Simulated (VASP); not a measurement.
# Ga (P6_3/mmc) in VASP: further runs, part 2 of 2

VASP 6.6.1. Earlier steps stand in the parts before.

## 3. Single point, r2SCAN

This run uses another cell than the first one, of 17.97 Å³/atom, 0.943 times its volume.

Input file POSCAR:

```
Ga
1.0
    2.9478801678      0.0000000000      0.0000000000
   -1.4739400839      2.5529391126      0.0000000000
    0.0000000000      0.0000000000      4.7743790250
Ga
2
Direct
    0.3333333333      0.6666666667      0.7500000000
    0.6666666667      0.3333333333      0.2500000000
```

Input file INCAR.step1:

```
SYSTEM = Ga
  PREC = Accurate
  ENCUT = 520
  ISMEAR = 0
  SIGMA = 0.05
  LREAL = .False.
  LASPH = .True.
  NELM = 100
  NBANDS = 20
  GGA = PE
  ALGO = Normal
  EDIFF = 1E-4
  LWAVE = .True.
  LCHARG = .False.
```

Input file INCAR.step2:

```
SYSTEM = Ga
  PREC = Accurate
  ENCUT = 520
  EDIFF = 1E-6
  ISMEAR = 0
  SIGMA = 0.05
  LREAL = .False.
  LASPH = .True.
  NELM = 100
  ALGO = Normal
  ISIF = 2
  LWAVE = .False.
  LCHARG = .True.
  METAGGA = R2SCAN
  LMIXTAU = .True.
  LELF = .True.
  LVHAR = .True.
  NBANDS = 20
  ISTART = 1
```

Input file KPOINTS:

```
regular mesh
0
Gamma
  16 16 10
  0 0 0
```

Potentials or basis: VASP PAW PBE potentials, release 64 (Ga_d).

Launch:

```bash
> cat potpaw_PBE.64/Ga_d/POTCAR > POTCAR
> cp INCAR.step1 INCAR
> mpirun -np 1 vasp_std > vasp.out
> cp INCAR.step2 INCAR
> mpirun -np 1 vasp_std > vasp.out
```

OUTCAR:

```text
SYSTEM = Ga
   PREC = Accurate
   ENCUT = 520
   EDIFF = 1E-6
   ISMEAR = 0
   LREAL = .False.
   LASPH = .True.
   NELM = 100
   ISIF = 2
   METAGGA = R2SCAN
   ISTART = 1

 ion  position               nearest neighbor table
   1  0.333  0.667  0.750-
   2  0.667  0.333  0.250-

  LATTYP: Found a hexagonal cell.
 ALAT       =     2.9478801678
 C/A-ratio  =     1.6195973897

  Lattice vectors:

 A1 = (   2.9478801678,   0.0000000000,   0.0000000000)
 A2 = (  -1.4739400839,   2.5529391126,   0.0000000000)
 A3 = (   0.0000000000,   0.0000000000,   4.7743790250)

Analysis of symmetry for initial positions (statically):
=====================================================================
 Subroutine PRICEL returns:
 Original cell was already a primitive cell.

 Routine SETGRP: Setting up the symmetry group for a
 hexagonal supercell.

 Subroutine GETGRP returns: Found 24 space group operations
 (whereof 12 operations were pure point group operations)
 out of a pool of 24 trial point group operations.

The static configuration has the point symmetry D_3d.
 The point group associated with its full space group is D_6h.

Analysis of symmetry for dynamics (positions and initial velocities):
=====================================================================
 Subroutine PRICEL returns:
 Original cell was already a primitive cell.

 Routine SETGRP: Setting up the symmetry group for a
 hexagonal supercell.

 Subroutine GETGRP returns: Found 24 space group operations
 (whereof 12 operations were pure point group operations)
 out of a pool of 24 trial point group operations.

The dynamic configuration has the point symmetry D_3d.
 The point group associated with its full space group is D_6h.

 Subroutine INISYM returns: Found 24 space group operations
 (whereof 12 operations are pure point group operations),
 and found     1 'primitive' translations

----------------------------------------------------------------------------------------

                                     Primitive cell

  volume of cell :      35.9308

  direct lattice vectors                    reciprocal lattice vectors
     2.947880168  0.000000000  0.000000000     0.339226815  0.195852693  0.000000000
    -1.473940084  2.552939113  0.000000000     0.000000000  0.391705386  0.000000000
     0.000000000  0.000000000  4.774379025     0.000000000  0.000000000  0.209451322

  length of vectors
     2.947880168  2.947880168  4.774379025     0.391705386  0.391705386  0.209451322

  position of ions in fractional coordinates (direct lattice)
     0.333333333  0.666666667  0.750000000
     0.666666667  0.333333333  0.250000000

  ion indices of the primitive-cell ions
   primitive index   ion index
                 1           1
                 2           2

----------------------------------------------------------------------------------------

 KPOINTS: regular mesh

Automatic generation of k-mesh.
 Grid dimensions read from file:
 generate k-points for:   16   16   10

 Generating k-lattice:

  Cartesian coordinates                     Fractional coordinates (reciprocal lattice)
     0.021201676  0.012240793  0.000000000     0.062500000  0.000000000  0.000000000
     0.000000000  0.024481587  0.000000000     0.000000000  0.062500000  0.000000000
     0.000000000  0.000000000  0.020945132     0.000000000  0.000000000  0.100000000

  Length of vectors
     0.024481587  0.024481587  0.020945132

  Shift w.r.t. Gamma in fractional coordinates (k-lattice)
     0.000000000  0.000000000  0.000000000

 Subroutine IBZKPT returns following result:
 ===========================================

 Found    180 irreducible k-points:

 Following reciprocal coordinates:
            Coordinates               Weight
  0.000000  0.000000  0.000000      1.000000
  0.062500  0.000000  0.000000      6.000000
  0.125000  0.000000  0.000000      6.000000
  0.187500  0.000000  0.000000      6.000000
  0.250000  0.000000  0.000000      6.000000
  0.312500  0.000000  0.000000      6.000000
[... 16 lines left out ...]
  0.187500  0.187500  0.000000      6.000000
  0.250000  0.187500  0.000000     12.000000
 [... further k-points ...]
   k-points           NKPTS =    180   k-points in BZ     NKDIM =    180   number of bands    NBANDS=     20
   number of dos      NEDOS =    301   number of ions     NIONS =      2
   total plane-waves  NPLWV =  20736
   dimension x,y,z NGX =    24 NGY =   24 NGZ =   36
   dimension x,y,z NGXF=    48 NGYF=   48 NGZF=   72
   ions per type =               2
   NGX,Y,Z   is equivalent  to a cutoff of  13.53, 13.53, 12.54 a.u.
   NGXF,Y,Z  is equivalent  to a cutoff of  27.07, 27.07, 25.07 a.u.
 SYSTEM =  Ga
   PREC   = accura    normal or accurate (medium, high low for compatibility)
   ISTART =      1    job   : 0-new  1-cont  2-samecut
   ICHARG =      0    charge: 1-file 2-atom 10-const
   ISPIN  =      1    spin polarized calculation?
   LNONCOLLINEAR =      F non collinear calculations
   LSORBIT =      F    spin-orbit coupling
   LASPH  =      T    aspherical Exc in radial PAW
   ENCUT  =  520.0 eV  38.22 Ry    6.18 a.u.   5.48  5.48  8.88*2*pi/ulx,y,z
   NELM   =    100;   NELMIN=  2; NELMDL=  0     # of ELM steps
   EDIFF  = 0.1E-05   stopping-criterion for ELM
   LREAL  =      F    real-space projection
   EDIFFG = 0.1E-04   stopping-criterion for IOM
   NSW    =      0    number of steps for IOM
   IBRION =     -1    ionic relax: 0-MD 1-quasi-New 2-CG
   NFREE  =      0    steps in history (QN), initial steepest desc. (CG)
   ISIF   =      2    stress and relaxation
   ISYM   =      2    0-nonsym 1-usesym 2-fastsym
   POTIM  = 0.5000    time-step for ionic-motion
   TEBEG  =    0.0;   TEEND  =   0.0 temperature during run
   PSTRESS=    0.0 pullay stress
   NELECT =      26.0000    total number of electrons
   NUPDOWN=      -1.0000    fix difference up-down
   EMIN   =  10.00;   EMAX   =-10.00  energy-range for DOS
   EFERMI =   0.00;   METHOD = LEGACY
   ISMEAR =     0;   SIGMA  =   0.05  broadening in eV -4-tet -1-fermi 0-gaus
   EFERMI_NEDOS =   21; number of points for ismear=-14 and -15
   IALGO  =     38    algorithm
   IMIX   =      4    mixing-type and parameters
     AMIX     =   0.40;   BMIX     =  1.00
     AMIX_MAG =   1.60;   BMIX_MAG =  1.00
  volume/ion in A,a.u.               =      17.97       121.24
  Fermi-wavevector in a.u.,A,eV,Ry     =   1.469750  2.777425 29.390842  2.160166
  Thomas-Fermi vector in A             =   2.585090
   LORBIT       =      0    0 simple, 1 ext, 2 COOP (PROOUT), +10 PAW based schemes
   METAGGA = R2SCAN    functional components
   LHFCALC =     F    Hartree Fock is set to
   AEXX    =    0.0000 exact exchange contribution
   IVDW    =     0    specifies the selected vdW correction
   LEPSILON=     F    determine dielectric tensor
   LRPA    =     F    only Hartree local field effects (RPA)
 non-spin polarized calculation
 Gauss-broadening in eV      SIGMA  =   0.05
  energy-cutoff  :      520.00
  volume of cell :       35.93
 maximum number of plane-waves:       996
 NGX is ok and might be reduce to    24
   NGX = 11   NGY = 11   NGZ = 17

 number of electron      25.9999996 magnetization

 Free energy of the ion-electron system (eV)
  ---------------------------------------------------
  ext. energy  EPLUGINS =         0.00000000
  ---------------------------------------------------
  free energy    TOTEN  =       -22.58004362 eV

  energy without entropy =      -22.57914697  energy(sigma->0) =      -22.57959530

 E-fermi :   5.9520     XC(G=0): -12.4795

 val. band max:        5.9503028483   @ k =   0.3125   0.0000   0.1000
 cond. band min:       5.9573152652   @ k =   0.3125   0.0625   0.4000
 fundamental gap:      0.0070124169
 Fermi energy:         5.9520215912

 k-point     1 :       0.0000    0.0000    0.0000
  band No.  band energies     occupation
      1      -9.6761      2.00000
      2      -9.5658      2.00000
      3      -9.5504      2.00000
      4      -9.5504      2.00000
      5      -9.5227      2.00000
      6      -9.5227      2.00000
[... 12 lines left out ...]
     19      20.9403      0.00000
     20      21.1083      0.00000
[... 507 lines left out ...]
 k-point    24 :       0.2500    0.1875    0.0000
  band No.  band energies     occupation
      1      -9.6459      2.00000
      2      -9.6414      2.00000
      3      -9.5989      2.00000
      4      -9.5555      2.00000
      5      -9.4763      2.00000
      6      -9.4552      2.00000
[... 12 lines left out ...]
     19      15.8657      0.00000
     20      21.2257      0.00000

 [... further k-points ...]

------------------------ aborting loop because EDIFF is reached ----------------------------------------

  FORCE on cell =-STRESS in cart. coord.  units (eV):
  Direction    XX          YY          ZZ          XY          YZ          ZX
  --------------------------------------------------------------------------------------
  -------------------------------------------------------------------------------------
  Total        0.0261935      0.0261935     -0.0272703      0.0000000     -0.0000000      0.0000000
  in kB        1.1679831      1.1679831     -1.2159992      0.0000000     -0.0000000      0.0000000
  external PRESSURE =       0.3733223 kB  Pullay stress =       0.0000000 kB

 VOLUME and BASIS-vectors are now :
 -----------------------------------------------------------------------------
  energy-cutoff  :      520.00
  volume of cell :       35.93
      direct lattice vectors                 reciprocal lattice vectors
     2.947880168  0.000000000  0.000000000     0.339226815  0.195852693  0.000000000
    -1.473940084  2.552939113  0.000000000     0.000000000  0.391705386  0.000000000
     0.000000000  0.000000000  4.774379025     0.000000000  0.000000000  0.209451322

 POSITION                                       TOTAL-FORCE (eV/Angst)
 -----------------------------------------------------------------------------------
     -0.00000      1.70196      3.58078         0.000000      0.000000     -0.000000
      1.47394      0.85098      1.19359        -0.000000      0.000000      0.000000
 -----------------------------------------------------------------------------------
    total drift:                               -0.000000      0.000000      0.000000

  FREE ENERGIE OF THE ION-ELECTRON SYSTEM (eV)
  ---------------------------------------------------
  free  energy   TOTEN  =       -22.5800436220 eV

  energy  without entropy=      -22.5791469743  energy(sigma->0) =      -22.57959530
```

Wall time 3.6 min (1 thread of AMD EPYC 9R45 (Zen 5), shared host); peak memory 0.21 GiB.

What came out:

```yaml
Free_energy: -22.5800 eV
Pressure: 0.0 GPa
Band_gap_on_the_k_mesh: none (metal or under the smearing width)
```

Caveat: the PAW data sets were made with another functional, which shifts forces and pressure a little.

## 4. Single point, r2SCAN

This run uses another cell than the first one, of 17.97 Å³/atom, 0.943 times its volume.

POSCAR is that of step 3.

Input file INCAR.step1:

```
ALGO = Normal
EDIFF = 1E-4
ENCUT = 520
GGA = PE
ISMEAR = 0
LASPH = True
LCHARG = False
LREAL = False
LWAVE = True
NBANDS = 20
NELM = 100
PREC = Accurate
SIGMA = 0.05
```

Input file INCAR.step2:

```
ALGO = Normal
EDIFF = 1E-7
ENCUT = 520
ISIF = 2
ISMEAR = 0
ISTART = 1
LASPH = True
LCHARG = False
LMIXTAU = True
LREAL = False
LWAVE = False
METAGGA = R2SCAN
NBANDS = 20
NELM = 100
PREC = Accurate
SIGMA = 0.05
```

Input file KPOINTS:

```
k-points
0
Gamma
  16 16 10
```

Launch:

```bash
> cat potpaw_PBE.64/Ga_d/POTCAR > POTCAR
> cp INCAR.step1 INCAR
> mpirun -np 1 vasp_std > vasp.out
> cp INCAR.step2 INCAR
> mpirun -np 1 vasp_std > vasp.out
```

Wall time 4.2 min (1 thread of AMD EPYC 9R45 (Zen 5), shared host); peak memory 0.2 GiB.

Results (log left out):

* Free energy: -22.5800 eV
* Pressure: 0.0 GPa
* Band gap on the k mesh: none (metal or under the smearing width)

Stress tensor (GPa, compression positive):
```
 0.12  0.00  0.00
 0.00  0.12  0.00
 0.00  0.00 -0.12
```

Levels at points of the mesh, in eV from the Fermi level:
```
           k point  band 10  band 11  band 12  band 13  band 14  band 15  band 16  band 17
(0.00, 0.00, 0.00)   -15.27   -12.09    -5.12    -4.48    10.52    10.52    12.65    12.65
(0.50, 0.00, 0.00)   -15.25    -6.09    -5.36     0.71     0.79     0.98     3.35     5.23
(0.00, 0.00, 0.50)   -15.33   -10.28   -10.28     4.10     4.10    11.87    11.87    11.87
(0.50, 0.00, 0.50)   -15.25    -4.37    -4.37    -3.51    -3.51     7.12     7.12     8.22
```

Caveat: the PAW data sets were made with another functional, which shifts forces and pressure a little.
